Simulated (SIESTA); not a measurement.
## Y under changes of volume

One of the cells (34.024 Å³/atom); the others are scaled copies at fixed shape and fractional positions:

```xyz
4
Lattice="3.6425 0.0000 0.0000 -1.8213 3.1545 0.0000 0.0000 0.0000 11.8441" Properties=species:S:1:pos:R:3 pbc="T T T"
Y     1.8213    1.0515    8.8831
Y     0.0000    0.0000    5.9221
Y     0.0000    2.1030    2.9610
Y     0.0000    0.0000    0.0000
```

```yaml
Program: SIESTA 5.4.2
Functional: LDA
Potentials_or_basis: PseudoDojo 0.4 standard (LDA files)
Basis: DZP (energy shift 0.003 Ry; two zetas on semicore shells)
Grid_cutoff: 800 Ry
Energy_shift: 0.003 Ry
k_mesh: 8 × 8 × 3
Occupations: fermi-dirac, width 0.05 eV
Spin: no spin polarisation
```

```tsv
volume (Å³/atom)	energy over the lowest point (meV/atom)	pressure (GPa)
31.982	0.00	-3.1
32.663	14.91	-3.8
33.343	32.74	-4.5
34.024	53.22	-5.1
34.704	76.11	-5.6
35.385	101.21	-6.1
36.065	?	?
```

Problem. What does the run at 36.065 Å³/atom give?

Solution. Energy over the lowest point 128.33 meV/atom; pressure -6.5 GPa.

Worked out: A Birch-Murnaghan fit of order 3 (a polynomial in V^(-2/3)) to the other rows has no minimum within the range. It gives 128.26 meV/atom at 36.065 Å³/atom, against the run's 128.33, and -dE/dV = -6.6 GPa, against -6.5.

Energies are extrapolated to zero smearing.

Caveats: the basis of atomic orbitals isn't converged, which shifts pressures, moduli and gaps.
